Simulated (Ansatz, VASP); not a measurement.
This is a calculation of ZnS (Wurtzite-4H) for Ansatz 0.2.0. 

File input.yaml:

```yaml
crystal:
  lattice:
    - [3.8227, 0.0, 0.0]
    - [-1.91135, 3.310555311, 0.0]
    - [0.0, 0.0, 12.52]
  atoms:
    - { symbol: Zn, position: [0.6666666667, 0.3333333333, 0.75] }
    - { symbol: Zn, position: [0.3333333333, 0.6666666667, 0.25] }
    - { symbol: Zn, position: [0.0, 0.0, 0.5] }
    - { symbol: Zn, position: [0.0, 0.0, 0.0] }
    - { symbol: S, position: [0.6666666667, 0.3333333333, 0.9375] }
    - { symbol: S, position: [0.3333333333, 0.6666666667, 0.4375] }
    - { symbol: S, position: [0.0, 0.0, 0.6875] }
    - { symbol: S, position: [0.0, 0.0, 0.1875] }
hamiltonian:
  xc: pbe
  pseudopotentials: { kind: paw }
  dispersion: d3bj
kpoints:
  mp_grid: { grid: [8, 8, 3] }
scf:
  occupations: { method: fermi_dirac, width: 0.05 }
output:
  forces: true
  stress: true
  eigenvalues: true
  write_density: true
  write_potential: true
  elf: true
  volumetric_format: npy
relax:
  f_tol: 0.01
  max_steps: 40
  cell: { stress_tol: 0.05 }
```

Potentials or basis: Ansatz PAW.

The run is started by

```sh
$ ansatz run input.yaml --threads 4 --pin off --max-ram 11264MiB --backend cpu --events-out ev --progress --plain --runs-dir out
```

Q: Set up the same calculation for VASP 6.6.1. Potentials or basis there: PBE PAW files S, Zn, 600 eV.

A: As run (cutoffs and basis follow the program's own potentials, and thresholds, step limits or extra output files can differ):

INCAR

```
PREC = Accurate ; ENCUT = 600
EDIFF = 1E-6 ; ISMEAR = -1
SIGMA = 0.05 ; LREAL = False
LASPH = True ; NELM = 100
ALGO = Normal ; ISIF = 3
LWAVE = False ; LCHARG = False
GGA = PE ; IVDW = 12
IBRION = 2 ; NSW = 40
EDIFFG = -0.01
```

The input KPOINTS:

```
regular mesh
0
Gamma
  8 8 3
```

POSCAR

```
ZnS
1.0
    3.8227000000      0.0000000000      0.0000000000
   -1.9113500000      3.3105553110      0.0000000000
    0.0000000000      0.0000000000     12.5200000000
Zn S
4 4
Direct
    0.6666666667      0.3333333333      0.7500000000
    0.3333333333      0.6666666667      0.2500000000
    0.0000000000      0.0000000000      0.5000000000
    0.0000000000      0.0000000000      0.0000000000
    0.6666666667      0.3333333333      0.9375000000
    0.3333333333      0.6666666667      0.4375000000
    0.0000000000      0.0000000000      0.6875000000
    0.0000000000      0.0000000000      0.1875000000
```

Potentials or basis: VASP PAW PBE potentials, release 64 (Zn, S).

The run is started by

```bash
$ cat potpaw_PBE.64/Zn/POTCAR potpaw_PBE.64/S/POTCAR > POTCAR
$ mpirun -np 1 vasp_std > vasp.out
```

Both were run:

|  | Ansatz | VASP |
| --- | --- | --- |
| Relaxed volume | 19.42 Å³/atom | 19.48 Å³/atom |
| Relaxed cell | a = 3.798 Å, b = 3.798 Å, c = 12.440 Å, α = 90.00°, β = 90.00°, γ = 120.00° | a = 3.802 Å, b = 3.802 Å, c = 12.448 Å, α = 90.00°, β = 90.00°, γ = 120.00° |
| Space group after relaxing | P6_3mc (No. 186) | P6_3mc (No. 186) |
| Pressure after relaxing | 0.0 GPa | 0.0 GPa |

Ansatz's pressure holds a Pulay term of +0.07 GPa for its cutoff of 420 eV, which the other run lacks.

Where Ansatz's input types no cutoff or centring, it takes its own default and a Γ-centred mesh.

Pressure is positive in compression.
